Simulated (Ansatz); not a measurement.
## Structure relaxation of Co

The calculation used DFT PBE, scalar-relativistic, plane waves, PAW (Ansatz). Cutoff 420 eV, Γ-centred k mesh, Gaussian smearing, collinear spin, first started from parallel moments.

This is the end of a relaxation of cell and atoms.

```xyz
28
Lattice="8.3683 0.0000 0.0000 0.0000 8.3683 0.0000 0.0000 0.0000 4.5490" Properties=species:S:1:pos:R:3 pbc="T T T"
Co    0.7872    7.5811    2.2745
Co    7.5811    0.7872    2.2745
Co    3.3970    3.3970    0.0000
Co    4.9713    4.9713    0.0000
Co    3.0293    8.1684    2.2745
Co    5.3391    0.1999    2.2745
Co    1.1549    3.9842    0.0000
Co    7.2134    4.3841    0.0000
Co    8.1684    3.0293    2.2745
Co    0.1999    5.3391    2.2745
Co    3.9842    1.1549    0.0000
Co    4.3841    7.2134    0.0000
Co    3.7619    2.1375    2.2745
Co    4.6064    6.2308    2.2745
Co    0.4223    6.3216    0.0000
Co    7.9460    2.0467    0.0000
Co    2.1375    3.7619    2.2745
Co    6.2308    4.6064    2.2745
Co    6.3216    0.4223    0.0000
Co    2.0467    7.9460    0.0000
Co    2.5805    5.7878    1.1325
Co    5.7878    2.5805    1.1325
Co    1.6037    1.6037    3.4070
Co    6.7646    6.7646    3.4070
Co    5.7878    2.5805    3.4165
Co    2.5805    5.7878    3.4165
Co    6.7646    6.7646    1.1420
Co    1.6037    1.6037    1.1420
```

Energies count from the standard state of Co at the same level.

(1) What space group does it have?

(2) How far above the standard state of Co does it lie?

(3) Is it a metal?

(4) What net moment does it keep?

## Answers

(1) P4_2/mnm (No. 136). Conventional cell: a = 8.368 Å, c = 4.549 Å. Around Co on Wyckoff site f (4 atoms of the primitive cell) lie 3 Co at 2.23–2.32 Å, 4 Co at 2.63 Å and 6 Co at 2.77–2.78 Å; Co on Wyckoff site i (8 atoms of the primitive cell) is coordinated by 14 Co at 2.32–2.81 Å; around Co on Wyckoff site i (8 atoms of the primitive cell) lie 11 Co at 2.30–2.63 Å; Co on Wyckoff site j (8 atoms of the primitive cell) is coordinated by 13 Co at 2.27–2.78 Å.

(2) 0.13 eV/atom.

(3) Yes, bands cross the Fermi level on the 6×6×8 mesh.

(4) 1.68 μB per atom, with site moments up to 1.80 μB.

The final run used a 6×6×8 mesh on its 28-atom cell and 0.10 eV smearing. The k mesh leaves about 4 meV/atom of noise in metals.

This form isn't the element's structure at ambient conditions.